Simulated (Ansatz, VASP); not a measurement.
Two plane-wave programs on AgCl (Chlorargyrite)

The input INCAR:

```
SYSTEM = AgCl
PREC     = Accurate       ! precision mode
ENCUT    = 600            ! plane-wave cutoff, eV
EDIFF    = 1E-7           ! SCF threshold, eV
ISMEAR   = 0              ! smearing method
SIGMA    = 0.01           ! smearing width, eV
LREAL    = .FALSE.        ! projectors in reciprocal space
LASPH    = .TRUE.         ! aspherical terms in the spheres
NELM     = 60             ! most SCF steps
ALGO     = Normal         ! electronic algorithm
ISIF     = 3              ! what is computed and relaxed
LWAVE    = .FALSE.        ! write WAVECAR
LCHARG   = .FALSE.        ! write CHGCAR
GGA      = PE             ! functional
IBRION   = 2              ! ionic algorithm
NSW      = 80             ! ionic steps
EDIFFG   = -0.001         ! ionic threshold
```

Contents of KPOINTS:

```
regular mesh
0
G
  8 8 8
  0 0 0
```

The input POSCAR:

```
AgCl
1.0
    0.0000000000      2.8053419116      2.8053419116
    2.8053419116      0.0000000000      2.8053419116
    2.8053419116      2.8053419116      0.0000000000
Ag Cl
1 1
Direct
    0.0000000000      0.0000000000      0.0000000000
    0.5000000000      0.5000000000      0.5000000000
```

Input for Ansatz:

```yaml
crystal:
  lattice:
    - [0.0, 2.8053419116, 2.8053419116]
    - [2.8053419116, 0.0, 2.8053419116]
    - [2.8053419116, 2.8053419116, 0.0]
  atoms:
    - { symbol: Ag, position: [0.0, 0.0, 0.0] }
    - { symbol: Cl, position: [0.5, 0.5, 0.5] }
basis:
  ecutwfc: 420
kpoints:
  mp_grid: { grid: [8, 8, 8] }
hamiltonian:
  xc: pbe
scf:
  occupations: { method: fixed }
output:
  forces: true
  stress: true
  eigenvalues: true
relax:
  adjacent_minimum: "off"
  f_tol: 0.001
  max_steps: 60
  cell: { stress_tol: 0.01 }
```

Alike in both runs: task relaxation of cell and atoms; functional PBE; k mesh 8 × 8 × 8; no spin polarisation.

```csv
,VASP,Ansatz
version,VASP 6.6.1,Ansatz 0.2.0
potentials or method,"VASP PAW PBE potentials, release 64 (Ag, Cl)","scalar-relativistic, plane waves, PAW"
plane-wave cutoff (eV),600,420
occupations,"gaussian, width 0.01 eV",fixed
valence electrons in the cell,18,26
```

VASP gave:

| Property | Result |
| --- | --- |
| gap on the k mesh at the Fermi level, each at its own relaxed structure (eV) | 0.92 |
| relaxed volume (Å³/atom) | 22.04 |
| relaxed cell length with the largest relative difference (Å) | 3.965 |

**Question.** What did Ansatz give for the same quantities?

**Answer.** gap on the k mesh at the Fermi level, each at its own relaxed structure (eV): 0.92; relaxed volume (Å³/atom): 22.09; relaxed cell length with the largest relative difference (Å): 3.968.

The two sets of potentials don't hold the same shells in valence.

A k mesh can miss the band edges.
